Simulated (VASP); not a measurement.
Set up this calculation in VASP 6.6.1, as the native input.

| Item | Value |
| --- | --- |
| Task | relaxation of the atoms |
| Functional | LDA |
| Potentials or basis | VASP PAW LDA potentials, release 64 (Sn_d, Se) |
| Cutoff | 600 eV |
| k mesh | 8 × 8 × 8 |
| Occupations | gaussian, width 0.03 eV |
| Spin | no spin polarisation |
| Further INCAR settings | ALGO = Normal; EDIFF = 1e-07; IBRION = 2; EDIFFG = -0.01; NSW = 40 |

The structure of SnSe lies in POSCAR:

```
SnSe                                    
1.0
    3.5052352666      0.0000000000      0.0000000000
    0.0000000000      3.5052352666      0.0000000000
    0.0000000000      0.0000000000      3.5052352666
  Sn              Se            
     1     1
Direct
     0.5000000000000000    0.5000000000000000    0.5000000000000000
     0.0000000000000000    0.0000000000000000    0.0000000000000000
```

Measurements of this composition are mostly on another form, of space group No. 62.

The cell isn't the ideal one: a relaxed cell with its volume scaled by 0.94.

These files were run (other wordings do the same):

INCAR

```
ALGO = Normal
EDIFF = 1E-7
EDIFFG = -0.01
ENCUT = 600
IBRION = 2
ISIF = 2
ISMEAR = 0
LASPH = True
LCHARG = False
LREAL = False
LWAVE = False
NELM = 80
NSW = 40
PREC = Accurate
SIGMA = 0.03
```

KPOINTS

```
k-points
0
Gamma
  8 8 8
```

Potentials or basis: VASP PAW LDA potentials, release 64 (Sn_d, Se).

Command:

```console
$ cat potpaw_LDA.64/Sn_d/POTCAR potpaw_LDA.64/Se/POTCAR > POTCAR
$ mpirun -np 1 vasp_std > vasp.out
```

It gave:

The pressure after relaxing is 4.8 GPa and the band gap on the k mesh is none (metal or under the smearing width).

Caveat: the relaxation stopped at its first step, so nothing moved.

Wall time 16 s on 1 thread of AMD EPYC 7R13 Processor (Zen 3), on a shared host, peak memory 0.12 GiB.
